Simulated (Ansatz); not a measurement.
A run of Ansatz 0.2.0:

File input.yaml:

```yaml
crystal:
  lattice:
    - [3.9883, 0.0, 0.0]
    - [0.0, 3.9883, 0.0]
    - [0.0, 0.0, 3.9883]
  atoms:
    - { symbol: Ta, position: [0.0, 0.0, 0.0] }
    - { symbol: K, position: [0.5, 0.5, 0.5] }
    - { symbol: O, position: [0.0, 0.0, 0.5] }
    - { symbol: O, position: [0.0, 0.5, 0.0] }
    - { symbol: O, position: [0.5, 0.0, 0.0] }
hamiltonian:
  xc: pbesol
  pseudopotentials: { kind: paw }
  dispersion: d3bj
kpoints:
  mp_grid: { grid: [7, 7, 7] }
scf:
  occupations: { method: fermi_dirac, width: 0.05 }
output:
  forces: true
  stress: true
  write_density: true
  write_potential: true
  elf: true
  volumetric_format: npy
relax:
  f_tol: 0.01
  max_steps: 40
  cell: { stress_tol: 0.05 }
```

Potentials or basis: Ansatz PAW.

Launch:

```bash
$ ansatz run input.yaml --threads 2 --pin off --max-ram 5632MiB --backend cpu --events-out ev --progress --plain --runs-dir out
```

Hardware: 2 threads of Intel(R) Xeon(R) Processor @ 2.50GHz (Skylake/Cascade Lake), on a shared host.

Question: How long does it take, and how much memory?

Answer: Wall time 15 s on 2 threads of Intel(R) Xeon(R) Processor @ 2.50GHz (Skylake/Cascade Lake) (shared host), peak memory 0.39 GiB. Counts: scf iterations 32, plane waves 1213, k points 20, bands 25, ion steps 6.
